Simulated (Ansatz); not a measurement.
CuI (Marshite):

```xyz
2
Lattice="0.0000 3.0315 3.0315 3.0315 0.0000 3.0315 3.0315 3.0315 0.0000" Properties=species:S:1:pos:R:3 pbc="T T T"
I     0.0000    0.0000    0.0000
Cu    4.5473    4.5473    4.5473
```

* Program: Ansatz 0.2.0
* Task: relaxation of cell and atoms
* Functional: PBEsol
* Potentials or basis: Ansatz PAW
* Cutoff: 420 eV (not typed: the program's choice for these potentials)
* k mesh: 8 × 8 × 8
* Occupations: fermi-dirac, width 0.05 eV
* Spin: no spin polarisation

At the start: volume 27.86 Å³/atom.

**Question.** Where does the relaxation end?

**Answer.** It ends after 3 steps and the volume is 26.19 Å³/atom (-6.0 %); space group F-43m (No. 216, to 0.05 Å).

Step by step:
```tsv
step	energy change (eV)	largest force (eV/Å)	volume (Å³)
1	0.0000	0.0000	55.72
2	-0.0299	0.0000	52.37
3	-0.0289	0.0000	52.37
```

Final structure:
```
I Cu
1.0
     0.00000    2.96958    2.96958
     2.96958    0.00000    2.96958
     2.96958    2.96958    0.00000
I Cu
1 1
Direct
  0.00000 0.00000 0.00000
  0.75000 0.75000 0.75000
```

Caveat: the plane-wave basis is chosen anew once the cell has moved, so the energies of steps on either side of that aren't comparable; the PAW data sets come from PBE, with cores solved anew for the run's functional, which leaves a small shift of forces and pressure.
